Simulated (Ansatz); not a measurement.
# Structures of AlAu: which is lowest?

Plane-wave DFT in Ansatz with scalar-relativistic PAW potentials, cutoff 420 eV, Γ-centred meshes chosen by cell and gap, Gaussian smearing with energies taken to zero width. Every cell was relaxed (cell and atoms) in a run of its own, within the symmetry of its start. Functional: PBEsol.

Relaxed structures (starts from databases or built by putting these elements on another compound's sites):
A. Pm-3m, 2 atoms in the computed cell, a = 3.177 Å; sites (symmetry × multiplicity) Al m-3m × 1, Au m-3m × 1; start: built
B. R-3m, 4 atoms in the computed cell, a = 3.030 Å, c = 25.177 Å; sites (symmetry × multiplicity) Al 3m × 6, Au 3m × 6; start: built

Question: Rank them by energy. Could pressure change the order?

Answer:
| structure | group | E − E(lowest) (meV/atom) | V (Å³/atom) | gap on mesh (eV) |
| --- | --- | --- | --- | --- |
| A | Pm-3m | 0.0 | 16.04 | 0.00 |
| B | R-3m | 79 | 16.69 | 0.00 |

A is lowest, 79 meV/atom under B. The lowest is also the densest of these, so pressure wouldn't bring one of the others in at first order. Other structures may lie lower than all of these, and vibrations aren't counted.

Spin-orbit coupling is left out, which matters for the bands of heavy elements.